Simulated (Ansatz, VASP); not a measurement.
# One calculation of WS, two programs

```
W S
1.0
     3.44485    0.00000    0.00000
     0.00000    3.44485    0.00000
     0.00000    0.00000    3.44485
W S
1 1
Direct
  0.50260 0.49535 0.50050
  0.01259 0.00206 0.00004
```

Change from the starting cell: atoms moved at random, drawn with an rms of 0.05 Å.

Alike in both runs: task single point; functional PBE; k mesh 8 × 8 × 8; occupations fermi-dirac, width 0.05 eV; no spin polarisation.

|  | VASP | Ansatz |
| --- | --- | --- |
| version | VASP 6.6.1 | Ansatz 0.2.0 |
| potentials or method | VASP PAW PBE potentials, release 64 (W_sv, S), cutoff 520 eV | all-electron LAPW, scalar-relativistic |

```csv
,VASP,Ansatz,Ansatz less VASP
gap on the k mesh at the Fermi level (eV),none,none,-
rms of the force components (eV/Å),0.097,0.097,-0.0002
```

Atom by atom the forces differ by 0.000 eV/Å (rms over components). A gap of «none» marks a metal or a gap that the smearing closes. Ansatz ran all-electron here, so the differences hold the error of VASP's frozen core and of both bases.

Caveats: the cell as given lies far from equilibrium (Ansatz). Spin-orbit coupling is left out, which matters for the levels of W.
